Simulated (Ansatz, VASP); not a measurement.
**GaSb: 3 runs at one level of theory**

The starting cell:

```xyz
2
Lattice="0.0000 3.0590 3.0590 3.0590 0.0000 3.0590 3.0590 3.0590 0.0000" Properties=species:S:1:pos:R:3 pbc="T T T"
Sb    4.5885    4.5885    4.5885
Ga    0.0000    0.0000    0.0000
```

Alike in all runs: task relaxation of cell and atoms; functional PBEsol; dispersion D3(BJ); k mesh 8 × 8 × 8; occupations fermi-dirac, width 0.05 eV; no spin polarisation; no spin-orbit coupling.

| program and potentials | plane-wave cutoff (eV) | notes | equilibrium volume (Å³/atom) |
| --- | --- | --- | --- |
| Ansatz, Ansatz PAW | 420 | potentials made for PBE, which Ansatz adapts in part; 14 valence electrons an atom on average | 27.56 |
| Ansatz, all-electron LAPW, scalar-relativistic | - | - | 27.56 |
| VASP, PBE PAW files Ga_d, Sb, 600 eV | 600 | potentials made for PBE; 9 valence electrons an atom on average | 27.60 |

The equilibrium volume spans 27.56 (Ansatz, Ansatz PAW) to 27.60 Å³/atom (VASP, PBE PAW files Ga_d, Sb, 600 eV), with all-electron results at 27.56. Relaxations stop with a little pressure left, so the last digit of a volume isn't settled.

The functional is the same throughout but for its coding, so the spread measures potentials, basis and numerics; runs on potential files found faulty are left out.

The three runs give practically the same volume for zinc-blende GaSb: the Ansatz PAW result coincides with the all-electron one at 27.56 Å³/atom, and VASP lies only slightly higher at 27.60 Å³/atom. The bonds are largely covalent, built from Ga and Sb s and p states, while the filled d shells act mainly through core repulsion and screening. The smaller valence count in VASP is consistent with the Sb 4d shell being left in the core, and the close agreement suggests that this costs little for the volume, though the potentials may differ in other ways too.

All three volumes are clearly smaller than the measured one. As the all-electron run shares this contraction, the potentials are not its main source. More probably the dispersion term adds attraction to a functional that already describes the lattice of such semiconductors well. Agreement between the programs therefore supports the numerical consistency of the volume, not its accuracy against experiment, and it doesn't carry over to the band gap, where spin-orbit splitting of the Sb p-derived valence band matters.
